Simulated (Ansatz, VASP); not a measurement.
# SnSe in VASP and in Ansatz

Contents of POSCAR:

```
SnSe
1.0
    0.0000000000      2.9485541872      2.9485541872
    2.9485541872      0.0000000000      2.9485541872
    2.9485541872      2.9485541872      0.0000000000
Sn Se
1 1
Direct
    0.0000000000      0.0000000000      0.0000000000
    0.5000000000      0.5000000000      0.5000000000
```

File INCAR.step1:

```
SYSTEM = SnSe
PREC     = Accurate       ! precision mode
ENCUT    = 520            ! plane-wave cutoff, eV
ISMEAR   = 0              ! smearing method
SIGMA    = 0.02           ! smearing width, eV
LREAL    = .False.        ! projectors in reciprocal space
LASPH    = .True.         ! aspherical terms in the spheres
NELM     = 80             ! most SCF steps
NBANDS   = 17             ! bands
GGA      = PE             ! functional
ALGO     = Normal         ! electronic algorithm
EDIFF    = 1E-4           ! SCF threshold, eV
LWAVE    = .True.         ! write WAVECAR
LCHARG   = .False.        ! write CHGCAR
```

The input INCAR.step2:

```
SYSTEM = SnSe
PREC     = Accurate       ! precision mode
ENCUT    = 520            ! plane-wave cutoff, eV
EDIFF    = 1E-6           ! SCF threshold, eV
ISMEAR   = 0              ! smearing method
SIGMA    = 0.02           ! smearing width, eV
LREAL    = .False.        ! projectors in reciprocal space
LASPH    = .True.         ! aspherical terms in the spheres
NELM     = 80             ! most SCF steps
ALGO     = Normal         ! electronic algorithm
ISIF     = 2              ! what is computed and relaxed
LWAVE    = .False.        ! write WAVECAR
LCHARG   = .False.        ! write CHGCAR
METAGGA  = R2SCAN         ! meta-GGA
LMIXTAU  = .True.       
NBANDS   = 17             ! bands
ISTART   = 1
```

KPOINTS

```
Automatic mesh
0
Gamma
  10 10 10
  0 0 0
```

Input for Ansatz:

```yaml
crystal:
  lattice:
    - [0.0, 2.9485541872, 2.9485541872]
    - [2.9485541872, 0.0, 2.9485541872]
    - [2.9485541872, 2.9485541872, 0.0]
  atoms:
    - { symbol: Sn, position: [0.0, 0.0, 0.0] }
    - { symbol: Se, position: [0.5, 0.5, 0.5] }
basis:
  ecutwfc: 500
kpoints:
  mp_grid: { grid: [10, 10, 10] }
hamiltonian:
  xc: r2scan
scf:
  occupations: { method: gaussian, width: 0.02 }
output:
  forces: true
  stress: true
  eigenvalues: true
```

Alike in both runs: task single point; functional r2SCAN; k mesh 10 × 10 × 10; occupations gaussian, width 0.02 eV; no spin polarisation.

|  | VASP | Ansatz |
| --- | --- | --- |
| version | VASP 6.6.1 | Ansatz 0.2.0 |
| potentials or method | VASP PAW PBE potentials, release 64 (Sn_d, Se) | scalar-relativistic, plane waves, PAW |
| plane-wave cutoff (eV) | 520 | 500 |
| valence electrons in the cell | 20 | 30 |

```csv
,VASP,Ansatz,Ansatz less VASP
gap on the k mesh at the Fermi level (eV),0.53,0.53,0.000
least direct gap on the mesh (eV),0.74,0.74,+0.001
pressure (GPa),3.7,3.7,-0.02
```

With one functional, cell and mesh, what is left measures potentials, basis and numerics. The two sets of potentials don't hold the same shells in valence.

Caveats: the PAW data sets were made with another functional, which shifts forces and pressure a little (VASP); spin-orbit coupling is left out, which moves the levels of the heavy elements. A k mesh can miss the band edges.
